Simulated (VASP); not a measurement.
A run of VASP 6.6.1 is set up as follows.

Contents of INCAR:

```
SYSTEM = Ag
ALGO = Fast
EDIFF = 1E-7
EDIFFG = -0.04
ENCUT = 600
GGA = PE
IBRION = 2
ISIF = 3
ISMEAR = 0
LASPH = .TRUE.
LCHARG = .FALSE.
LREAL = .FALSE.
LWAVE = .FALSE.
NELM = 100
NSW = 90
PREC = Accurate
SIGMA = 0.1
```

Contents of KPOINTS:

```
k-points
0
G
  6 6 6
  0 0 0
```

The input POSCAR:

```
Ag
1.0
    3.1879808268      1.8405815885      2.8045684641
   -3.1879808268      1.8405815885      2.8045684641
    0.0000000000     -3.6811631771      2.8045684641
Ag
5
Direct
    0.1250000000      0.1250000000      0.1250000000
    0.2243033333      0.5753483333      0.5753483333
    0.5753483333      0.5753483333      0.2243033333
    0.5753483333      0.2243033333      0.5753483333
    0.7916666667      0.7916666667      0.7916666667
```

Potentials or basis: VASP PAW PBE potentials, release 64 (Ag).

Launch:

```console
$ cat potpaw_PBE.64/Ag/POTCAR > POTCAR
$ mpirun -np 1 vasp_std > vasp.out
```

**Question.** Predict the relaxed cell.

**Answer.** a = 4.878 Å, b = 4.878 Å, c = 4.878 Å, α = 97.78°, β = 97.78°, γ = 97.78°.

**Question.** Predict the space group after relaxing (to 0.05 Å).

**Answer.** R3m (No. 160).

**Question.** Estimate the relaxed volume.

**Answer.** 22.50 Å³/atom.

The path:
| step | energy change (eV) | largest force (eV/Å) | pressure (GPa) | volume (Å³) |
| --- | --- | --- | --- | --- |
| 1 | 0.0000 | 7.4318 | 26.46 | 98.74 |
| 2 | -1.8661 | 1.4548 | -4.40 | 149.53 |
| 3 | -2.1150 | 1.6335 | -4.24 | 143.70 |
| 4 | -2.3294 | 1.7886 | -3.95 | 138.69 |
| 5 | -2.9374 | 1.9895 | 0.06 | 118.06 |
| 6 | -3.6424 | 0.8361 | -3.12 | 120.85 |
| 7 | -3.7347 | 1.0373 | -3.43 | 121.86 |
| 8 | -3.9119 | 0.5638 | -0.21 | 113.70 |
| 9 | -3.9144 | 0.4761 | 0.34 | 112.70 |
| 10 | -3.9442 | 0.2147 | 0.15 | 112.62 |
| 11 | -3.9496 | 0.1189 | 0.10 | 112.57 |
| 12 | -3.9525 | 0.0337 | -0.09 | 112.81 |
| 13 | -3.9528 | 0.0405 | -0.16 | 112.91 |
| 14 | -3.9531 | 0.0233 | 0.05 | 112.51 |
